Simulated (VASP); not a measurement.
A run of VASP 6.6.1:

File run.py:

```python
from ase import Atoms
from ase.calculators.vasp import Vasp
from ase.filters import FrechetCellFilter
from ase.optimize import FIRE

atoms = Atoms(
    ['Pb', 'Te'],
    cell=[[0.0, 3.231, 3.231], [3.231, 0.0, 3.231], [3.231, 3.231, 0.0]],
    scaled_positions=[[0.0, 0.0, 0.0], [0.5, 0.5, 0.5]],
    pbc=True,
)
calc = Vasp(
    directory='calc',
    xc='am05',
    pp='PBE',
    setups='materialsproject',
    prec='Accurate',
    encut=600,
    ediff=1e-06,
    ismear=-1,
    sigma=0.05,
    lreal=False,
    lasph=True,
    nelm=80,
    algo='Fast',
    isif=2,
    lwave=False,
    lcharg=False,
    lorbit=11,
    lsorbit=True,
    gga_compat=False,
    ivdw=13,
    kpts=[5, 5, 5],
    gamma=True,
)
atoms.calc = calc
opt = FIRE(FrechetCellFilter(atoms), trajectory='relax.traj')
converged = opt.run(fmax=0.01, steps=40)
print('converged:', converged)

print('energy (eV):', atoms.get_potential_energy())
print('free energy (eV):', atoms.get_potential_energy(force_consistent=True))
print('forces (eV/A):')
print(atoms.get_forces())
print('stress (eV/A^3, Voigt):', atoms.get_stress())
print('Fermi level (eV):', calc.get_fermi_level())
print('cell (A, degrees):', atoms.cell.cellpar())
print('volume (A^3):', atoms.get_volume())
print('scaled positions:')
print(atoms.get_scaled_positions())
```

Potentials or basis: VASP PAW PBE potentials, release 64 (Pb_d, Te).

Run with:

```console
$ python run.py
```

Hardware: 1 thread of Intel(R) Xeon(R) Platinum 8488C (Sapphire Rapids), with other jobs on the host.

Q: Estimate the wall time of this run.

A: Wall time 25 min on 1 thread of Intel(R) Xeon(R) Platinum 8488C (Sapphire Rapids), on a shared host, peak memory 0.42 GiB. Counts: scf iterations 15, k points 23, ion steps 8.
